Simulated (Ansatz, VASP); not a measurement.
**B28P27 (start site: B_i (6-fold void)) in two plane-wave programs**

One calculation is typed for both programs; each brings its own data sets. How far apart do they land? Of the first pair: The structure shown is the start of the Ansatz relaxation below; VASP solves that cell, so the two are compared at the walk's first step.

Program: Ansatz 0.2.0. Level of theory: plane waves, with VASP 6.6.1 beside it; r2SCAN. Results are calculated unless marked as measured.

### 1. The starting structure

The cell holds 55 atoms: 28 B and 27 P. Cell: a = 9.623 Å, b = 9.623 Å, c = 9.623 Å, α = 60.0°, β = 60.0°, γ = 60.0°. It derives from BP (BP (F-43m)). Nearest the centre at fractional (0.792, 0.125, 0.292): B28 at 0.05 Å, B23 at 1.83 Å, B20 at 1.84 Å, P38 at 1.90 Å, B2 at 1.90 Å, P47 at 1.91 Å, P53 at 1.92 Å, P49 at 2.90 Å.

Structure file:

```xyz
55
Lattice="0.0000 6.8048 6.8048 6.8048 0.0000 6.8048 6.8048 6.8048 0.0000" Properties=species:S:1:pos:R:3 pbc="T T T"
B     6.8287   13.5659    6.8086
B     9.0418    2.2929    6.7745
B    11.3749   11.3660   13.5820
B     9.0599   13.5614    9.0708
B     4.5657    2.2770    2.3079
B     6.8120   11.3202    9.0283
B     4.4984    0.0081    4.5052
B     6.8482    9.0483   11.3436
B     9.0870   11.3141   11.3018
B     6.8332    9.0340    2.2812
B     9.0435    4.5755    9.0833
B     4.5688    6.7927    2.2320
B     9.0416    9.0498    4.5054
B     4.5831    4.5360    4.5182
B     6.7651    6.8225    4.5612
B     4.5419    2.2568    6.7564
B     6.8512    4.5317    6.7868
B     9.0671    6.8059    6.8544
B     0.0480    4.5243    4.5432
B     2.3004    6.8108    4.5743
B    11.3655    9.0978   11.3052
B     9.0765   11.3617    6.8503
B     4.4886    6.8191    6.8062
B     6.7807    9.0298    6.7981
B     4.5043    4.5337    9.0349
B     6.7869    6.8376    9.0398
B     9.0867    9.1212    9.0747
B     2.8552    7.3303    6.2184
P     3.3855    3.4375    3.4337
P     5.7195    5.6649    3.3931
P     7.9321    7.9137    3.4450
P     5.6398    3.3743    5.6981
P     7.9150    5.6973    5.6358
P    10.2235    7.9770    5.6427
P     7.9812    3.4199    7.9187
P    10.2541    5.6880    7.9408
P    12.4388    7.9644    7.9615
P     3.3762    5.6535    5.6317
P     5.6312    7.9573    5.6953
P     7.9865   10.2182    5.6599
P     5.6982    5.6859    7.9778
P     7.9726    7.9346    7.9757
P    10.1813   10.1781    7.9076
P     7.9404    5.6243   10.2257
P    10.1579    7.9312   10.2034
P    12.4860   10.2307   10.2501
P     3.3781    7.9718    7.9678
P     5.6669   10.1840    7.8948
P     7.9513   12.5180    7.9158
P     5.7120    7.9120   10.1990
P     7.9097   10.1782   10.2355
P    10.2186   12.4268   10.2054
P     7.8978    7.9295   12.4487
P    10.2295   10.1757   12.5072
P    12.4465   12.4693   12.5158
```

### 2. Ansatz: relaxation, r2SCAN

Ansatz runs on its default PAW (the set named soft_2) files.

The two programs are compared at the cell with which this relaxation starts, whose forces are those of its first step.

input.yaml

```yaml
crystal:
  lattice:
    - [0.0, 2.26826757, 2.26826757]
    - [2.26826757, 0.0, 2.26826757]
    - [2.26826757, 2.26826757, 0.0]
  atoms:
    - { symbol: B, position: [0.0, 0.0, 0.0] }
    - { symbol: P, position: [0.75, 0.75, 0.75] }
  supercell: [3, 3, 3]
  defects:
    - { interstitial: { symbol: B, position: [0.791667, 0.125, 0.291667] } }
basis:
  ecutwfc: 500
  xc_grid: 2
hamiltonian:
  xc: r2scan
kpoints:
  mp_grid: { grid: [2, 2, 2], shift: [0.5, 0.5, 0.5] }
magnetization:
  spin_polarized: true
  initial_magnetization: 1
  spin_locking: { lock_magnetization: hard }
scf:
  occupations: { method: fixed }
  max_iter: 100
output:
  forces: true
  charged_corrections: { epsilon: 9.31, static_epsilon: 9.42 }
relax:
  f_tol: 0.02
  max_steps: 80
  random_displacement: { amplitude: 0.05, seed: 1396 }
checkpoint:
  write: "../q0_M1.relax.run"
  compress: false
  write_wavefunctions: true
  write_every: 100000
```

Started as:

```bash
$ ansatz run input.yaml --threads 4 --pin off --max-ram 7536MiB --backend cpu --events-out ev --progress --plain --runs-dir out
```

Numbers of over 12 decimals in the logs are rounded to 6 here.

The log of the run:

```text
Warning: This run holds its total moment fixed (magnetization.spin_locking.lock_magnetization: hard) and mixes its density by anderson or broyden (scf.mixing.algorithm, typed or taken by auto). Slabs with a fixed moment have converged under broyden above another state at the same moment, at the default mixing steps and at smaller ones, and under scf.lower_state_search: standard, light or off a state that such a mixer [...]
Engine: ansatz 0.2.0, aarch64-unknown-linux-gnu
Pseudopotentials: kind: paw
Pseudopotential: B, paw, valence charge 3, recommended cutoff 500 eV (meta_gga), B.paw.azcp
Pseudopotential: P, paw, valence charge 5, recommended cutoff 500 eV (meta_gga), P.paw.azcp
Functional definition: r2SCAN
  parameter k0 = 0.174
  parameter k1 = 0.065
  parameter a1 = 4.9479
  exchange = r2scan_x(k0 = k0, k1 = k1, a1 = a1)
  correlation = r2scan_c
Crystal: 55 atoms, lattice volume = 630.197 Å³
Basis set: ecut = 500 eV, 16049 PW (Γ), exchange–correlation on 144×144×144 points (8 copies of the dense FFT grid, shifted against one another)
Bands: 165, of which v1, the nominal top of the filled ones, is band 110 counted from 1 (109 counted from 0)
Symmetry: 1 space group operations
k-points: 4 of 8 (time reversal used)
Non-local potential: B, projectors of the file, l = 0: 2, l = 1: 2, l = 2: 1
Non-local potential: P, projectors of the file, l = 0: 2, l = 1: 2, l = 2: 2
PAW form: soft (Blöchl's): semilocal exchange-correlation on the pseudo side does not see the compensation charge
PAW frozen core: B, regenerated for the run's functional (the file was generated under x = pbe(κ = 0.804, μ = 0.219515), c = pbe(β = 0.066725))
PAW frozen core: P, regenerated for the run's functional (the file was generated under x = pbe(κ = 0.804, μ = 0.219515), c = pbe(β = 0.066725))
PAW one-centre angular grid: B, 302 points (default); XC on 160 Gauss nodes
PAW one-centre angular grid: P, 302 points (default); XC on 160 Gauss nodes
Initial density: superposition of atomic densities (chi_scale 0.1, normalization cell)
Starting moments: Σ|m| = 1 μB on 55 of 55 sites
Initial wavefunctions: pseudopotential atomic-orbital guess
Functional: x = r2scan, c = r2scan; τ floored in thin density (d = 2e-4 eV/Å³)
SCF iter   1: F=—  HF=-24909.404434 eV  |F-HF|=—  |Δ(HF+E_count)|=         —  Δρ=4.29e-2 (↑4.29e-2 ↓4.29e-2)  dr2=5.08e1  dr2_τ=1.45e0  dr2_m=3.01e-2  M=1.000 μB ∫|m|=1.002 μB  β_m=1.20  ethr=3.10e-3  ⟨swp⟩=5.0  Hψ=4693  notcnv=0  defer=414
preconditioner: auto → Resta (q_TF=auto, 2.288 Å⁻¹)  ε∞=4.5  [insulator: Δε(μ)=0.165 eV  Ē_g=11.688 eV  n_scr=136 (ndim 8)  ℏωp=21.9 eV  f_vac=0.000  ε∞_Penn≈4.5]
spin=Collinear: Resta preconditioning applied to the charge; magnetization (m = ρ↑ − ρ↓) channel mixes plain (no charge-response kernel on spin).
SCF iter   2: F=—  HF=-24902.209841 eV  |F-HF|=—  |Δ(HF+E_count)|=    7.19e0  Δρ=2.96e-2 (↑2.96e-2 ↓2.96e-2)  dr2=2.25e1  dr2_τ=4.00e-2  dr2_m=3.22e-3  M=1.000 μB ∫|m|=1.090 μB  β_m=1.20  ethr=3.10e-3  ⟨swp⟩=2.8  Hψ=2152  notcnv=0  defer=422  κ⁻¹=1.0e0(r=1)
SCF iter   3: F=—  HF=-24898.650454 eV  |F-HF|=—  |Δ(HF+E_count)|=    3.56e0  Δρ=1.04e-2 (↑1.04e-2 ↓1.04e-2)  dr2=2.51e0  dr2_τ=9.73e-3  dr2_m=1.87e-3  M=1.000 μB ∫|m|=1.199 μB  β_m=1.20  ethr=3.10e-3  ⟨swp⟩=3.1  Hψ=1876  notcnv=0  defer=424  κ⁻¹=5.5e-2(r=2)
SCF iter   4: F=—  HF=-24898.583098 eV  |F-HF|=—  |Δ(HF+E_count)|=   6.74e-2  Δρ=5.45e-3 (↑5.45e-3 ↓5.40e-3)  dr2=7.60e-1  dr2_τ=2.26e-3  dr2_m=2.44e-4  M=1.000 μB ∫|m|=1.169 μB  β_m=1.20  ethr=1.15e-3  ⟨swp⟩=2.0  Hψ=1400  notcnv=0  defer=428  κ⁻¹=1.0e-2(r=3)
SCF iter   5: F=—  HF=-24898.549454 eV  |F-HF|=—  |Δ(HF+E_count)|=   3.36e-2  Δρ=1.31e-3 (↑1.31e-3 ↓1.23e-3)  dr2=4.74e-2  dr2_τ=4.67e-4  dr2_m=4.92e-4  M=1.000 μB ∫|m|=1.129 μB  β_m=1.20  ethr=3.47e-4  ⟨swp⟩=3.0  Hψ=1975  notcnv=0  defer=428  κ⁻¹=4.5e-4(r=4)
SCF iter   6: F=—  HF=-24898.554860 eV  |F-HF|=—  |Δ(HF+E_count)|=   5.41e-3  Δρ=7.31e-4 (↑7.22e-4 ↓7.31e-4)  dr2=8.77e-3  dr2_τ=1.31e-4  dr2_m=1.23e-4  M=1.000 μB ∫|m|=1.160 μB  β_m=1.20  ethr=2.17e-5  ⟨swp⟩=3.5  Hψ=2020  notcnv=0  defer=428  κ⁻¹=1.2e-4(r=5)
SCF iter   7: F=—  HF=-24898.557434 eV  |F-HF|=—  |Δ(HF+E_count)|=   2.57e-3  Δρ=3.97e-4 (↑3.90e-4 ↓3.97e-4)  dr2=1.82e-3  dr2_τ=6.83e-5  dr2_m=1.13e-5  M=1.000 μB ∫|m|=1.153 μB  β_m=1.20  ethr=4.00e-6  ⟨swp⟩=2.5  Hψ=2088  notcnv=0  defer=428  κ⁻¹=2.9e-5(r=6)
[...]
k-point 2 ↑: bands = [... 106 lower, 8.5443, 8.7060, 9.6236, 10.8965, 11.2297, 11.6999, 11.7731, 12.0165, ... 51 higher]
  k-point 3 ↓: bands = [... 106 lower, 8.5665, 8.7308, 9.9391, 11.1758, 11.3162, 11.8174, 11.8558, 12.0385, ... 51 higher]
--- Relaxed structure (7 steps of the walk, 7 accepted, 0 SCFs on fresh bases) ---
  F+E_penalty+E_count = -24900.35980915 eV   max|allowed force component| = 1.433e-2 eV/Å
  atoms:
    - { symbol: B, position: [0.00258506, -0.000345888, -0.00535208] }
    - { symbol: P, position: [0.249601, 0.250362, 0.249671] }
    - { symbol: B, position: [-0.00678338, -0.000319229, 0.340775] }
    - { symbol: P, position: [0.249072, 0.249672, 0.584775] }
    - { symbol: B, position: [-0.000178732, -0.000189299, 0.667071] }
    - { symbol: P, position: [0.250516, 0.250794, 0.915453] }
    - { symbol: B, position: [0.00264849, 0.336627, -0.00532923] }
    - { symbol: P, position: [0.249679, 0.583651, 0.249670] }
    - { symbol: B, position: [0.000400685, 0.334350, 0.335596] }
    - { symbol: P, position: [0.249616, 0.583592, 0.583174] }
    - { symbol: B, position: [-0.000755009, 0.333201, 0.667865] }
    - { symbol: P, position: [0.249716, 0.583688, 0.916332] }
    - { symbol: B, position: [-0.000187927, 0.666958, -0.000267977] }
    - { symbol: P, position: [0.249518, 0.917503, 0.249087] }
    - { symbol: B, position: [0.000352745, 0.663087, 0.335742] }
    - { symbol: P, position: [0.249617, 0.916951, 0.583284] }
    - { symbol: B, position: [-0.000167924, 0.666693, 0.667053] }
    - { symbol: P, position: [0.250412, 0.916589, 0.915646] }
    - { symbol: B, position: [0.332317, 0.000730988, -0.000158121] }
    - { symbol: P, position: [0.580903, 0.256187, 0.240171] }
    - { symbol: B, position: [0.332823, 0.000739453, 0.333440] }
    - { symbol: P, position: [0.581020, 0.249211, 0.587897] }
    - { symbol: B, position: [0.332523, -0.000143048, 0.667301] }
    - { symbol: P, position: [0.582657, 0.250774, 0.915380] }
    - { symbol: B, position: [0.332988, 0.333771, -0.000262896] }
    - { symbol: P, position: [0.583577, 0.583436, 0.249066] }
    - { symbol: B, position: [0.329160, 0.334285, 0.335750] }
    - { symbol: P, position: [0.582973, 0.583598, 0.583276] }
    - { symbol: B, position: [0.332702, 0.333793, 0.667093] }
    - { symbol: P, position: [0.582599, 0.584446, 0.915592] }
    - { symbol: B, position: [0.332980, 0.666958, -0.00020852] }
    - { symbol: P, position: [0.583475, 0.917430, 0.249100] }
    - { symbol: B, position: [0.332802, 0.666696, 0.333329] }
    - { symbol: P, position: [0.580935, 0.914934, 0.588160] }
    - { symbol: B, position: [0.333104, 0.667067, 0.666223] }
    - { symbol: P, position: [0.582149, 0.916115, 0.918951] }
    - { symbol: B, position: [0.666767, 0.000730313, -0.000216023] }
    - { symbol: P, position: [0.922018, 0.255908, 0.240372] }
    - { symbol: B, position: [0.665795, -0.000334074, 0.341219] }
    - { symbol: P, position: [0.915762, 0.249738, 0.584713] }
    - { symbol: B, position: [0.665127, -0.000895499, 0.670068] }
    - { symbol: P, position: [0.915828, 0.249824, 0.917910] }
    - { symbol: B, position: [0.665679, 0.336629, -0.00548816] }
    - { symbol: P, position: [0.916410, 0.583563, 0.249670] }
    - { symbol: B, position: [0.665728, 0.327119, 0.340912] }
    - { symbol: P, position: [0.915710, 0.583038, 0.584758] }
    - { symbol: B, position: [0.665848, 0.333796, 0.667064] }
    - { symbol: P, position: [0.916828, 0.584513, 0.915423] }
    - { symbol: B, position: [0.666782, 0.666275, -0.00017897] }
    - { symbol: P, position: [0.922149, 0.914905, 0.240362] }
    - { symbol: B, position: [0.666811, 0.666747, 0.333422] }
    - { symbol: P, position: [0.915239, 0.915046, 0.587817] }
    - { symbol: B, position: [0.665904, 0.666512, 0.667254] }
    - { symbol: P, position: [0.916797, 0.916643, 0.915408] }
    - { symbol: B, position: [0.788889, 0.123365, 0.297274] }
```

### 3. VASP: single point, r2SCAN, start cell, pair 1

The same cell, functional and mesh now go to VASP, with its own data sets.

Lines of VASP's logs that name or quote its potential files are left out, and so is its time.

INCAR

```
SYSTEM = B28P27
PREC = Accurate
ENCUT = 460
EDIFF = 1E-06
NELM = 200
ISMEAR = 0
SIGMA = 0.01
LREAL = Auto
ALGO = Normal
METAGGA = R2SCAN
LASPH = .TRUE.
NBANDS = 148
ISPIN = 2
MAGMOM = 0 0.01 0 0 0.02 0 0 0.02 0 0 0 0 0 0.02 0 0 0 0 0 0.01 0 0 0.01 0 0 0 0 0.15 0 0 0 0 0 0 0.02 0 0 0.02 0 0 0.02 0 0 0.02 0 0 0.03 0 0 0 0 0 0.02 0 0
LORBIT = 11
LWAVE = .FALSE.
LCHARG = .FALSE.
ISIF = 2
ISYM = 0
NUPDOWN = 1
GGA_COMPAT = .FALSE.
LMIXTAU = .TRUE.
```

POSCAR

```
B28P27
1.0
    0.0000000000      6.8048027042      6.8048027042
    6.8048027042      0.0000000000      6.8048027042
    6.8048027042      6.8048027042      0.0000000000
B P
28 27
Direct
    0.9953081667      0.0052514381      0.9982640202
    0.0018835961      0.9936685159      0.3350766509
    0.9973171889      0.9986231783      0.6729776305
    0.9972656077      0.3357374342      0.9956552745
    0.0014120174      0.3377478525      0.3332069420
    0.9946307040      0.3321286595      0.6689287255
    0.0010891572      0.6609685388      0.0001007377
    0.9951548926      0.6718377003      0.3345344603
    0.9940705849      0.6667800225      0.6685985910
    0.3293230675      0.0059067840      0.9982711475
    0.3391219555      0.9957105296      0.3332754965
    0.3274137542      0.0005903184      0.6708143055
    0.3316489248      0.3304491839      0.9982593911
    0.3285305390      0.3354487410      0.3380561642
    0.3393667826      0.3309220117      0.6632411249
    0.3285458223      0.6643442428      0.0031072907
    0.3282471362      0.6691009568      0.3377153020
    0.3375021437      0.6697905433      0.6626599912
    0.6627278109      0.0049178502      0.0021383427
    0.6675233210      0.0046969033      0.3333649187
    0.6640537862      0.9973094003      0.6729141459
    0.6712584036      0.3354319147      0.9984043623
    0.6713413597      0.3288710338      0.3307570547
    0.6647630647      0.3342445915      0.6622108966
    0.6660168850      0.6617097799      0.0002266781
    0.6679455228      0.6605015157      0.3368733231
    0.6693172011      0.6642506325      0.6710825719
    0.7857281441      0.1281008485      0.2914914783
    0.2561250599      0.2484781078      0.2490330100
    0.2453088756      0.2533191005      0.5871835928
    0.2517746766      0.2544880543      0.9111810099
    0.2522215668      0.5851486330      0.2436449772
    0.2511502646      0.5770537620      0.5860966399
    0.2495433848      0.5796781584      0.9227204333
    0.2466909142      0.9170039561      0.2558739872
    0.2479650878      0.9189733739      0.5879139593
    0.2562205072      0.9137600707      0.9141863872
    0.5811322785      0.2464712899      0.2496806408
    0.5893897552      0.2475642679      0.5799703785
    0.5798508306      0.2518958410      0.9217616987
    0.5852866972      0.5870904233      0.2502875651
    0.5832450510      0.5888202310      0.5827908130
    0.5807934002      0.5812683588      0.9149274080
    0.5811810675      0.9215434705      0.2453315067
    0.5861091311      0.9133362524      0.5794250284
    0.5874362820      0.9188639659      0.9160146548
    0.9229836298      0.2479179152      0.2485077927
    0.9119949938      0.2481883860      0.5845918204
    0.9171894133      0.2460757604      0.9224004388
    0.9110486034      0.5877469449      0.2516559369
    0.9187631548      0.5854000730      0.5769705854
    0.9121282085      0.5876138771      0.9140537603
    0.9170340084      0.9123664226      0.2482497397
    0.9150454863      0.9229549001      0.5803188089
    0.9213038603      0.9179526978      0.9111272243
```

KPOINTS

```
Points of the shifted mesh
8
Reciprocal
 0.2500000000  0.2500000000  0.2500000000 1
 0.2500000000  0.2500000000  0.7500000000 1
 0.2500000000  0.7500000000  0.2500000000 1
 0.2500000000  0.7500000000  0.7500000000 1
 0.7500000000  0.2500000000  0.2500000000 1
 0.7500000000  0.2500000000  0.7500000000 1
 0.7500000000  0.7500000000  0.2500000000 1
 0.7500000000  0.7500000000  0.7500000000 1
```

Potentials, in the order of the species: B and P (PBE family, release 64).

Started as:

```bash
$ export OMP_NUM_THREADS=3
$ mpirun -np 1 vasp_std
```

The log of the run:

```text
[banner, memory and clock lines left out]
running    1 mpi-ranks, on    1 nodes
[...]
Offloading initialized ...    1 GPUs detected
[...]
|                                                                             |
|               ----> ADVICE to this user running VASP <----                  |
|                                                                             |
|     You enforced a specific xc type in the INCAR file but a different       |
|     [... a line on the potential file left out ...]
|     I HOPE YOU KNOW WHAT YOU ARE DOING!                                     |
|                                                                             |

 LDA part: xc-table for (None), standard interpolation
 POSCAR, INCAR and KPOINTS ok, starting setup
[...]
entering main loop
       N       E                     dE             d eps       ncg     rms          rms(c)
DAV:   1     0.537868087045E+03    0.53787E+03   -0.92870E+04  4736   0.124E+03
DAV:   2    -0.451134719998E+03   -0.98900E+03   -0.93567E+03  5708   0.224E+02
DAV:   3    -0.516185996347E+03   -0.65051E+02   -0.64026E+02  5896   0.538E+01
DAV:   4    -0.517596721544E+03   -0.14107E+01   -0.13996E+01  5888   0.844E+00
[...]
DAV:  14    -0.466175150640E+03   -0.46526E-05   -0.16011E-05  5608   0.104E-02    0.187E-02
DAV:  15    -0.466175149532E+03    0.11075E-05   -0.45700E-06  5400   0.632E-03    0.789E-03
DAV:  16    -0.466175149597E+03   -0.64592E-07   -0.64654E-07  3184   0.223E-03
   1 F= -.46617515E+03 E0= -.46617515E+03  d E =-.292653E-17  mag=     1.0000
```

From OUTCAR (step 3):

```text
  FREE ENERGIE OF THE ION-ELECTRON SYSTEM (eV)
  ---------------------------------------------------
  free  energy   TOTEN  =      -466.1751495967 eV

  energy  without entropy=     -466.1751495967  energy(sigma->0) =     -466.17514960

 magnetization (x)
# of ion       s       p       d       tot
------------------------------------------
    1        0.000   0.004   0.000   0.004
    2        0.004  -0.003   0.000   0.001
    3        0.000   0.001   0.000   0.001
    4        0.000   0.004   0.000   0.004
    5        0.007   0.013   0.000   0.020
    6        0.000   0.000   0.000   0.000
    7        0.001   0.001   0.000   0.002
    8        0.007   0.011   0.000   0.018
    9        0.000   0.001   0.000   0.001
   10        0.000  -0.001   0.000  -0.001
   11        0.001   0.001   0.000   0.001
   12       -0.000   0.001   0.000   0.000
   13        0.001   0.001   0.000   0.001
[...]
--------------------------------------------------
tot          0.219   0.293   0.000   0.513

[... 1 further part left out ...]
```

The run ends at a pressure of 1.71 GPa, with forces up to 2.9 eV/Å.

### 4. Side by side

Known differences besides the potentials themselves: VASP starts from the moments at which Ansatz ended; VASP keeps PBE cores, Ansatz makes them for the functional; fixed occupations in Ansatz, narrow Gaussian smearing in VASP; the cutoff is 500 eV in Ansatz and 460 eV in VASP (PREC = Accurate, projectors in real space). Total energies have different zeros and are not compared.

Forces on 7 of the 55 atoms, those with the largest forces and the largest differences (eV/Å; atoms numbered as in POSCAR):

```
atom         Ansatz x, y, z           VASP x, y, z
  B1  -1.329, 1.315, -0.186  -1.329, 1.311, -0.186
 P38   0.519, -2.562, 1.355   0.489, -2.499, 1.381
 P45   1.509, 0.302, -0.671   1.508, 0.300, -0.669
 P47  -0.654, -0.899, 1.518  -0.681, -0.924, 1.470
 P53  -0.669, -0.781, 1.379  -0.632, -0.798, 1.393
 P54  -0.273, 1.190, -1.157  -0.274, 1.185, -1.163
 P55   1.052, 0.515, -1.478   1.050, 0.513, -1.475
```

The forces differ by 9.1 meV/Å r.m.s., which is 1.2 % of the r.m.s. force of 0.765 eV/Å (both taken over all components). Moments aren't recorded for both runs of this pair, so they may hold unlike magnetic states.

### 5. Ansatz: relaxation, r2SCAN

This run makes the geometry at which the two programs are then compared.

The structure compared here is the end of the Ansatz relaxation.

This is the run of step 2 again, met here at its other cell.

(Continued in part 2 of 2.)

[Lines on the potential files, build, host, timing and source positions are cut from VASP's logs without a mark.]

[Logs are printed without paths, hosts, clocks, repeated set-up lines and the standing remarks that a program may print on its own settings, such as how far it seeks lower states.]

[Hosts, paths, dates, database ids (printed as entryN), source tags and the programs' standing remarks are cut or masked in the printed files.]
